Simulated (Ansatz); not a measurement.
Space group P6_3/mmc (No. 194). a = 3.854 Å, b = 3.854 Å, c = 6.340 Å, α = 90.00°, β = 90.00°, γ = 120.00°
```json
{"atom": "Ca", "site": "2c", "symmetry": "-6m2", "x": "0.3333", "y": "0.6667", "z": "0.2500"}
```

Equation of state of this Ca structure (not necessarily the ground state), with shape and atoms relaxed at each volume where symmetry leaves them free. It has no gap at any of these volumes. The calculation used DFT PBEsol, scalar-relativistic, plane waves, PAW (Ansatz 0.2.0).

Settings: cutoff 420 eV, Γ-centred mesh 12×12×8 on the computed 2-atom cell, Gaussian smearing of 0.10 eV; no spin polarisation.

| V (Å³/atom) | E − E(largest V) (meV/atom) | P (GPa) |
| --- | --- | --- |
| 35.878 | 18.76 | 2.83 |
| 37.101 | 0.42 | 1.98 |
| 38.325 | -11.77 | 1.23 |
| 39.548 | -18.56 | 0.57 |
| 40.771 | -20.59 | -0.01 |
| 41.994 | -18.45 | -0.52 |
| 43.217 | -12.65 | -0.96 |
| 44.848 | 0.00 | -1.48 |

**Question.** Fit a third-order Birch–Murnaghan equation to E(V).

**Answer.** V0 = 40.73 Å³/atom, B0 = 18 GPa, B0' = 3.3.

This form isn't the element's structure at ambient conditions.